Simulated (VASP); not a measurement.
# SiO: convergence, self-consistent run

SiO, molecule in box, 2 atoms in the cell. LDA; PAW potentials O, Si (LDA set). VASP 6.6.1. The cell is changed on purpose: last atom moved by 0.04 Å along z.

Wanted: energy within 2 meV/atom; forces within 0.01 eV/Å.

What the run is for: forces; Accuracy asked: standard.

POSCAR:
```
SiO
1.0
   11.0000000000      0.0000000000      0.0000000000
    0.0000000000     10.0000000000      0.0000000000
    0.0000000000      0.0000000000     10.0000000000
O Si
1 1
Direct
    0.4429363600      0.5252500000      0.4710000000
    0.5594272700      0.4789500000      0.5398000000
```

The series start from Plane-wave cutoff (eV): 520; Precision mode (PREC): Accurate; Electronic threshold (eV): 1e-6; Bands in all (NBANDS): 15; Projection operators (LREAL): Auto, ROPT -0.00025; Electronic algorithm: ALGO=Normal; Delay and inner steps: defaults; Density mixing: defaults. Each series keeps the choices made before it, and each single choice may use up half of a tolerance.

## Plane-wave cutoff (eV)

| Plane-wave cutoff (eV) | Energy less reference (meV/atom) | Forces, largest deviation (eV/Å) | SCF iterations | Time (s) |
|---|---|---|---|---|
| 400 | -5.7 | 0.003 | 24 | 20 |
| 460 | 2.2 | 0.015 | 22 | 19 |
| 520 | 3.3 | 0.016 | 22 | 34 |
| 600 | 2.2 | 0.013 | 23 | 33 |
| 720 (reference) | 0.0 | 0.000 | 23 | 43 |

Chosen: 720; the next looser run is off by more than half of the tolerance, so convergence isn't shown beyond this value.

## Precision mode (PREC)

| Precision mode (PREC) | Energy less reference (meV/atom) | Forces, largest deviation (eV/Å) | SCF iterations | Time (s) |
|---|---|---|---|---|
| Low | 0.0 | 0.006 | 23 | 10 |
| SingleN | 0.0 | 0.006 | 23 | 10 |
| Normal | 0.0 | 0.003 | 23 | 16 |
| Accurate (reference) | 0.0 | 0.000 | 23 | 43 |

Chosen: Normal, the loosest value from which every tighter one stays within half of the tolerance.

## Electronic threshold (eV)

| Electronic threshold (eV) | Energy less reference (meV/atom) | Forces, largest deviation (eV/Å) | SCF iterations | Time (s) |
|---|---|---|---|---|
| 0.001 | 0.3 | 0.002 | 16 | 14 |
| 0.0001 | 0.0 | 0.001 | 19 | 16 |
| 1e-5 | 0.0 | 0.000 | 20 | 15 |
| 1e-6 | 0.0 | 0.000 | 23 | 16 |
| 1e-7 | 0.0 | 0.000 | 27 | 20 |
| 1e-8 (reference) | 0.0 | 0.000 | 28 | 18 |

Chosen: 0.001.

## Bands in all (NBANDS)

| Bands in all (NBANDS) | Energy less reference (meV/atom) | Forces, largest deviation (eV/Å) | SCF iterations | Time (s) |
|---|---|---|---|---|
| 6 | 0.6 | 0.017 | 15 | 7.6 |
| 7 | 1.1 | 0.006 | 14 | 8.1 |
| 9 | 0.0 | 0.003 | 16 | 10 |
| 11 | 0.0 | 0.002 | 16 | 11 |
| 15 | 0.0 | 0.000 | 16 | 14 |
| 25 (reference) | 0.0 | 0.000 | 16 | 15 |

Chosen: 9.

## Projection operators (LREAL)

| Projection operators (LREAL) | Energy less reference (meV/atom) | Forces, largest deviation (eV/Å) | SCF iterations | Time (s) |
|---|---|---|---|---|
| Auto, ROPT -0.005 | -7.0 | 0.189 | 16 | 9.1 |
| Auto, ROPT -0.002 | -3.4 | 0.088 | 16 | 9.3 |
| Auto, ROPT -0.001 | 0.4 | 0.008 | 16 | 9.5 |
| Auto, ROPT -0.0005 | -0.2 | 0.009 | 16 | 9.4 |
| Auto, ROPT -0.00025 | -0.5 | 0.003 | 16 | 10 |
| Auto, ROPT -0.0001 | -0.3 | 0.000 | 16 | 9.9 |
| False (reference) | 0.0 | 0.000 | 16 | 9.8 |

Chosen: Auto, ROPT -0.00025.

## Electronic algorithm

| Electronic algorithm | Energy less reference (meV/atom) | Forces, largest deviation (eV/Å) | SCF iterations | Time (s) |
|---|---|---|---|---|
| ALGO=Normal | 0.0 | 0.000 | 16 | 10 |
| ALGO=Fast | 0.1 | 0.000 | 15 | 9.7 |
| ALGO=VeryFast | 0.1 | 0.005 | 22 | 10 |
| ALGO=All ISEARCH=1 | -0.2 | 0.003 | 14 | 10 |
| ALGO=All ISEARCH=0 | -0.1 | 0.011 | 15 | 11 |
| ALGO=Damped TIME=0.4 | 0.0 | 0.029 | 18 | 8.4 |
| ALGO=Damped TIME=0.1 | 0.7 | 0.017 | 31 | 16 |

Chosen: ALGO=Normal; no other choice that stays within half of the tolerance saves 30 % of the time.

## Delay and inner steps

| Delay and inner steps | Energy less reference (meV/atom) | Forces, largest deviation (eV/Å) | SCF iterations | Time (s) |
|---|---|---|---|---|
| defaults | 0.0 | 0.000 | 16 | 10 |
| NELMDL=-2 | 1.2 | 0.014 | 14 | 11 |
| NELMDL=-8 | 0.0 | 0.000 | 19 | 11 |
| NELMDL=-12 | 0.0 | 0.000 | 23 | 13 |
| NRMM=2 | 0.0 | 0.000 | 16 | 10 |
| NRMM=6 | 0.0 | 0.000 | 16 | 11 |
| WEIMIN=0.001 | 0.0 | 0.000 | 16 | 10 |

Chosen: defaults.

## Density mixing

| Density mixing | Energy less reference (meV/atom) | Forces, largest deviation (eV/Å) | SCF iterations | Time (s) |
|---|---|---|---|---|
| defaults | 0.0 | 0.000 | 16 | 10 |
| AMIN=0.01 | 0.0 | 0.000 | 16 | 11 |
| AMIX=0.2 AMIN=0.01 | 2.4 | 0.004 | 16 | 9.8 |
| BMIX=3.0 AMIN=0.01 | 3.5 | 0.001 | 23 | 14 |
| AMIX=0.1 BMIX=0.0001 | -0.3 | 0.005 | 14 | 9.1 |
| MIXPRE=2 | 0.1 | 0.003 | 15 | 9.9 |
| MAXMIX=-10 | 0.1 | 0.001 | 16 | 10 |
| AMIX=0.6 | 0.2 | 0.007 | 15 | 9.4 |

Chosen: defaults.

## All choices together

| Input | Energy less reference (meV/atom) | Forces, largest deviation (eV/Å) | Time (s) |
|---|---|---|---|
| the program's defaults (naive) | -3.3 | 0.005 | 5.1 |
| chosen settings | -0.3 | 0.004 | 10 |
| reference settings throughout | 0.0 | 0.000 | 64 |

The chosen settings stay within the tolerance of the reference run, but the reference itself isn't shown to be converged in: Plane-wave cutoff (eV).

Values of the reference run: Forces: 0.502, -0.1783, 0.2652, -0.502, 0.1783, -0.2652 eV/Å.

## The input

INCAR:
```
SYSTEM = SiO
  GGA = CA
  ISMEAR = 0
  SIGMA = 0.03
  LWAVE = .FALSE.
  LCHARG = .FALSE.
  ISIF = 0
  PREC = Normal
  LASPH = .TRUE.
  LREAL = Auto
  ALGO = Normal
  EDIFF = 0.001
  NELM = 120
  GGA_COMPAT = .FALSE.
  ENCUT = 720
  EFERMI = MIDGAP
  NBANDS = 9
  ROPT = -0.00025 -0.00025
```

KPOINTS:
```
k-points
0
Gamma
  1 1 1
```

Commands:
```
cat potpaw_LDA.64/O/POTCAR potpaw_LDA.64/Si/POTCAR > POTCAR
mpirun -np 1 vasp_gam > vasp.out
```

The chosen input took VASP 6.6.1 10 s on 1 core (Intel Xeon 6975P-C (Granite Rapids)), a shared host.

## An input that fails: damping step far too long

The electronic loop stops at its limit of 67 steps.

Changes against the starting input:
```
- ALGO = Normal
- NELM = 120
+ ALGO = Damped
+ NELM = 67
+ TIME = 2.0
```
